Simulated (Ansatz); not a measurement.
**Lattice vibrations of HfO2 at Γ at 35 GPa**

Method: Ansatz 0.2.0, DFT PBE, scalar-relativistic, plane waves, PAW. Cutoff 420 eV, 8×8×8 k-points (Γ-centred), fixed occupations. No spin polarisation. Phonons by linear response, acoustic sum rule imposed.

The cell, relaxed at 35 GPa:
```yaml
crystal:
  lattice:
    - [0.00000, 2.45508, 2.45508]
    - [2.45508, 0.00000, 2.45508]
    - [2.45508, 2.45508, 0.00000]
  atoms:
    - { symbol: Hf, position: [0.00000, 0.00000, 0.00000] }
    - { symbol: O, position: [0.25000, 0.25000, 0.25000] }
    - { symbol: O, position: [0.75000, 0.75000, 0.75000] }
```

Spin–orbit coupling is left out, which matters for heavy elements. Other phases may be more stable at this pressure.

Optical modes at Γ (transverse, no macroscopic field); i marks an imaginary frequency:
```csv
frequency (THz),degeneracy,IR intensity of the level ((D/Å)²/amu)
9.78,3,79.83
19.89,3,0.00
```

All 6 optical modes at Γ are real: no displacement of atoms at fixed cell lowers the energy to second order. Strains and modes at other wave vectors aren't tested by this run.

| Item | Value |
| --- | --- |
| Electronic dielectric constant ε∞ (principal values) | 5.27 |
| Static dielectric constant ε0 (principal values) | 23.3 |
| Refractive index √ε∞, mean | 2.30 |
| Kohn–Sham gap on the mesh | 4.01 eV |
| Cost | 24 s on 1 thread of Intel(R) Xeon(R) Platinum 8488C (Sapphire Rapids) (shared host), peak memory 0.64 GiB |

Born effective charges (e):
| atom | Z*xx | Z*yy | Z*zz | mean |
| --- | --- | --- | --- | --- |
| Hf (atom 1) | 5.59 | 5.59 | 5.59 | 5.59 |
| O (atom 2) | -2.80 | -2.80 | -2.80 | -2.80 |

This fluorite-type form isn't the usual stable structure of the compound at low pressure.